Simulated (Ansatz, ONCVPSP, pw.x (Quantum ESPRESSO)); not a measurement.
**From atom to crystal: ONCV potential for gallium**

- Element: Ga (Z = 31)
- Generator: ONCVPSP 4.0.1.1 (patched build)
- Type: optimised norm-conserving Vanderbilt (ONCV)
- Functional: PBE
- Relativity: scalar-relativistic
- Frozen core: [Ar] 3d10
- Valence charge: 3
- Reference configuration: 4s2 4p1
- Partial waves: 4s: rc 1.70 bohr, ncon 3, nbas 7, qcut 3.6 1/bohr, 2 projectors, debl 0.4 Ha; 4p: rc 2.60 bohr, ncon 3, nbas 6, qcut 3.6 1/bohr, 2 projectors, debl 1.5 Ha; d scattering state at 0.28 Ha: rc 2.65 bohr, ncon 4, nbas 8, qcut 3.1 1/bohr, 2 projectors, debl 1 Ha
- Local potential: polynomial inside 1.25 bohr (lpopt 4, dvloc0 3 Ha)
- Core correction: Teter function, fcfact 3, rcfact 1.6

Atomic tests: cutoffs needed: 7.4 Ha and 40 Ha (the cutoffs (Ha) at which the residual kinetic energy of the hardest occupied pseudo-wave falls to 1 and 0.1 mHa per electron) The cutoffs count occupied waves only; projector 2 of the d channel, the hardest unoccupied one, needs 40 Ha at the loose tolerance.; ghost test: no bound ghost flagged; GHOST(+) flagged for s at 117.7 eV; largest excitation error: -327 meV (all-electron minus pseudo) for 4s1 4p0, out of 4 test configurations.

Crystal test: fcc Ga in pw.x 7.5, no spin, 13³ k-points, Fermi–Dirac smearing 0.01 Ry, cutoffs 95/380 Ry. The reference is all-electron LAPW (Ansatz 0.2.0) with the same functional, mesh and smearing; V0 and B0 come from Birch–Murnaghan fits to the pressures at five volumes. Errors are pseudo minus all-electron; Δ is the rms difference of the E(V) curves that follow from these fits, minima aligned, over ±6 % about the mean V0. Mesh and smearing are coarse, so the numbers serve the comparison and aren't converged zero-temperature values; the lattice is a test structure that the element need not adopt.

All-electron: a0 = 4.236 Å (V0 = 19.00 Å³/atom), B0 = 48.8 GPa.

How far does the potential miss the all-electron equation of state?

mean pressure error (GPa): -0.40; a0 (Å): 4.225; a0 error (%): -0.26; B0 error (%): +9.4; Δ (meV/atom): 1.6.

| V (Å³/atom) | P all-electron (GPa) | P pseudo (GPa) |
| --- | --- | --- |
| 18.074 | 2.74 | 2.49 |
| 18.549 | 1.23 | 0.89 |
| 19.025 | -0.07 | -0.49 |
| 19.501 | -1.20 | -1.67 |
| 19.976 | -2.17 | -2.68 |

At the middle volume, how do free energy and pressure move when the wave cutoff is lowered (ecutrho kept at four times it)?

| cutoff (Ry) | shift of F (meV/atom) | shift of P (GPa) |
| --- | --- | --- |
| 43 | +20.7 | +0.16 |
| 57 | +10.3 | -0.01 |
| 76 | +6.1 | -0.06 |

The run at the middle volume (84 k-points, 6 iterations) took about 13 s on one core of a shared host (Neoverse-V2, 192 threads, 1485 GiB, load 42).
